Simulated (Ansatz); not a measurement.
VSi₂: what symmetry allows forces and stress to be

```
CELL_PARAMETERS angstrom
4.65148 0.00000 0.00000
-2.32574 4.02830 0.00000
0.00000 0.00000 6.86682
ATOMIC_POSITIONS crystal
V 0.50000 0.00000 0.00000
V 0.50000 0.50000 0.66667
V 0.00000 0.50000 0.33333
Si 0.12394 0.24788 0.00000
Si 0.87606 0.12394 0.66667
Si 0.75212 0.87606 0.33333
Si 0.87606 0.75212 0.00000
Si 0.12394 0.87606 0.66667
Si 0.24788 0.12394 0.33333
```

All numbers below come from Ansatz 0.2.0, DFT PBE, scalar-relativistic, plane waves, PAW.

Cutoff 420 eV; k points 9×9×6 on the computed 9-atom cell (Γ-centred); Gaussian smearing, width 0.10 eV; no spin polarisation.

This distorted cell has space group P6_422, with 12 operations.

Problem. Without a calculation: in which directions can each atom feel a force?

Solution. A force must be left unchanged by every operation that keeps its atom in place, so it lies in the space that those operations leave fixed. Atoms that the group maps onto each other feel forces of one size.
```
atom site symmetry operations at the site equivalent to atom allowed force (Cartesian)
  V1            222                       4                   1                       none
  V2            222                       4                   1                       none
  V3            222                       4                   1                       none
 Si4            ..2                       2                   4   along (0.00, 1.00, 0.00)
 Si5            ..2                       2                   4  along (0.87, -0.50, 0.00)
 Si6            ..2                       2                   4   along (0.87, 0.50, 0.00)
 Si7            ..2                       2                   4   along (0.00, 1.00, 0.00)
 Si8            ..2                       2                   4  along (0.87, -0.50, 0.00)
 Si9            ..2                       2                   4   along (0.87, 0.50, 0.00)
```

That leaves 1 independent force component of 27. A relaxation in this cell that keeps the symmetry moves the atoms in these directions alone.

Problem. And the stress tensor?

Solution. It must be invariant under the point group, which leaves 2 independent components: yz, xz, xy vanish; xx = yy.

Problem. Do the computed values obey this?

Solution. Yes. Forces (eV/Å):
```
V1   0.000  0.000  0.000
V2   0.000  0.000  0.000
V3   0.000  0.000  0.000
Si4  0.000  8.617  0.000
Si5 -7.463  4.309  0.000
Si6 -7.463 -4.309  0.000
Si7  0.000 -8.617  0.000
Si8  7.463 -4.309  0.000
Si9  7.463  4.309  0.000
```

Stress (GPa, compression positive, xx yy zz yz xz xy): 14.36 14.36 -17.45 0.00 0.00 0.00. The program imposes the same operations on density, forces and stress, so this confirms the analysis and is no independent test of the calculation.